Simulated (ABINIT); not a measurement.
Runs of ABINIT 10.8.3 (patched build) on BAs. The structure is cubic, space group F-43m (No. 216). Conventional cell: a = 4.777 Å, b = 4.777 Å, c = 4.777 Å, α = 90.00°, β = 90.00°, γ = 90.00°. As (site symmetry -43m) is surrounded by 4 B at 2.07 Å. Around B (site symmetry -43m) lie 4 As at 2.07 Å. 

| task | level | potentials or basis | k mesh | cutoff (eV) | fine-grid cutoff | gap on the mesh (eV) | pressure (GPa) | V0 of scaled cells (Å³/atom) | B0 (GPa) |
| --- | --- | --- | --- | --- | --- | --- | --- | --- | --- |
| band structure | WC | JTH PAW PBE v2.0 sp | 10 × 10 × 10 | 408 | 816.342 eV | 1.10 | 0.2 | - | - |
| equation of state | WC | JTH PAW PBE v2.0 sp | 10 × 10 × 10 | 408 | 816.342 eV | - | - | 13.65 | (c) |
| band structure | WC | JTH PAW PBE v2.0 | 10 × 10 × 10 | 408 | 816.342 eV | (b) | -0.5 | - | - |
| single point | r2SCAN | JTH PAW PBE v2.0 | 13 × 13 × 13 | 490 | 979.61 eV | (a) | 0.7 | - | - |
| equation of state | BP86+D3 | JTH PAW PBE v2.0 | 10 × 10 × 10 | 408 | 816.342 eV | - | - | 13.61 | 134 |
| equation of state | BP86+D2 | JTH PAW PBE v2.0 | 10 × 10 × 10 | 408 | 816.342 eV | - | - | 13.62 | 132 |
| equation of state | LDA-PZ | JTH PAW LDA v2.0 sp | 10 × 10 × 10 | 408 | 816.342 eV | - | - | 13.34 | 147 |
| single point | LDA | JTH PAW LDA v2.0 | 8 × 8 × 8 | 408 | 816.342 eV | 1.14 | -4.1 | - | - |
| equation of state | rPW86PBE | JTH PAW PBE v2.0 | 10 × 10 × 10 | 408 | 816.342 eV | - | - | 14.35 | 122 |
| equation of state | PBE | JTH PAW PBE v2.0 | 10 × 10 × 10 | 408 | 816.342 eV | - | - | 13.92 | 131 |
| equation of state | LDA | JTH PAW LDA v2.0 | 10 × 10 × 10 | 571 | 1142.88 eV | - | - | 13.23 | 148 |

Alike in all rows: no spin polarisation; cell as given; smearing fermi-dirac 0.05 eV.

Task: Estimate the missing entries.

Result: (a) 1.36; (b) 1.09; (c) 140.

Caveats: the PAW data sets were made with another functional, which shifts forces and pressure a little (some runs); pressures at fixed basis lie under the slope of the energies (some runs); this set keeps more shells in the core, which shifts pressures and gaps (some runs); an odd mesh through Γ misses points on the zone boundary, where band edges often lie (some runs).

A k mesh can miss the band edges, and the runs leave out spin-orbit coupling on As.

The runs don't all hold the same shells in valence.
